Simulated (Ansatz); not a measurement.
Runs of Ansatz 0.2.0 on SrO. It takes space group Fm-3m (No. 225, cubic). Conventional cell: a = 5.133 Å, b = 5.133 Å, c = 5.133 Å, α = 90.00°, β = 90.00°, γ = 90.00°. Around Sr (site symmetry m-3m) lie 6 O at 2.57 Å. Around O (site symmetry m-3m) lie 6 Sr at 2.57 Å. 

```tsv
task	level	potentials or basis	spin	cell	k mesh	cutoff (eV)	smearing	basis error allowed	mesh quality	gap on the mesh (eV)	pressure (GPa)
band structure	LDA	all-electron LAPW, scalar-relativistic	off	as given	9 × 9 × 9	217	fermi-dirac 0.05 eV	0.001 eV/atom	not flagged	(a)	-3.8
elastic constants	PBEsol	all-electron LAPW, scalar-relativistic	off	as given	7 × 7 × 7	229	fermi-dirac 0.05 eV	0.001 eV/atom	not flagged	3.29	-0.5
relaxation of cell and atoms	BLYP+D3(BJ)	all-electron LAPW, scalar-relativistic	off	relaxed	9 × 9 × 9	-	fermi-dirac 0.05 eV	0.001 eV/atom	not flagged	(b)	0.0
single point	PBE	all-electron LAPW, scalar-relativistic	off	as given	4 × 4 × 4	200	fermi-dirac 0.04 eV	0.002 eV/atom	coarse	3.30	3.3
single point	PBE	all-electron LAPW, scalar-relativistic	off	as given	9 × 9 × 9	217	gaussian 0.015 eV	0.001 eV/atom	not flagged	3.37	3.3
band structure	PBEsol	all-electron LAPW, relativistic spinors	SOC, no magnetisation	as given	7 × 7 × 7	221	fermi-dirac 0.05 eV	0.001 eV/atom	not flagged	3.27	(c)
single point	PBE	all-electron LAPW, scalar-relativistic	off	as given	9 × 9 × 9	217	gaussian 0.02 eV	0.001 eV/atom	not flagged	3.37	3.3
single point	PBE+D3(BJ)	all-electron LAPW, scalar-relativistic	non-collinear, ferromagnetic start	atoms moved at random, drawn with an rms of 0.15 Å	7 × 7 × 7	262	tetrahedron	0.001 eV/atom	not flagged	3.72	2.9
```

**Question.** Estimate the missing entries.

**Answer.** (a) 3.21; (b) 3.51; (c) -0.6.

Caveats: some runs use coarse meshes; an odd mesh through Γ misses points on the zone boundary, where band edges often lie (some runs); the mesh misses the band edges, which the band path finds closer together (some runs); the program listed the state as in doubt (some runs); with tetrahedron occupations forces and stress needn't match the slope of the energy (some runs); the starting moments weren't kept (some runs).

A k mesh can miss the band edges, and rows without SOC leave out spin-orbit coupling on Sr.
